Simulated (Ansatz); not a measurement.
Relaxed AlSb (zinc blende):

```xyz
2
Lattice="0.0000 3.1128 3.1128 3.1128 0.0000 3.1128 3.1128 3.1128 0.0000" Properties=species:S:1:pos:R:3 pbc="T T T"
Sb     4.6691     4.6691     4.6691
Al     0.0000     0.0000     0.0000
```

In this cell atom 2 (Al, nearest neighbour Sb at 2.696 Å; its periodic images, 4.4 Å or more away, move with it) is moved by s along Cartesian [111], unit vector (0.577, 0.577, 0.577); all other atoms and the cell stay fixed.

Calculation: PBE (plane waves to 420 eV, PAW, scalar-relativistic; Ansatz, a first-principles code). k mesh 10×10×10 (Γ-centred), Fermi-Dirac smearing 0.05 eV. E stands for the smeared free energy. AlSb was relaxed with its symmetry unable to fall. Spin-orbit coupling is left out, though Sb is heavy. ΔE is measured from the undisplaced structure.

```tsv
s (Å)	ΔE (meV/cell)
-0.270	350
-0.216	213
-0.162	114
-0.108	withheld
-0.054	11
0.000	0
0.054	10
0.108	39
0.162	84
0.216	140
0.270	206
```

### Question
Fit a polynomial form (powers 2, 3, 4) to the given rows and predict ΔE at s = -0.108.

### Answer
Least squares on the 10 given rows: ΔE = (3736)·s² + (-3646)·s³ + (1055)·s⁴, in meV/cell with s in Å; root-mean-square residual 0.3 meV/cell. At -0.108 the fit gives 48 meV/cell; the calculation gives 48 meV/cell, the same to the digits shown. The quadratic term alone would give 44 meV/cell.

(A displaced cell: forces are minus the slopes of the energy, force constants its curvatures, and phonons follow from these.)
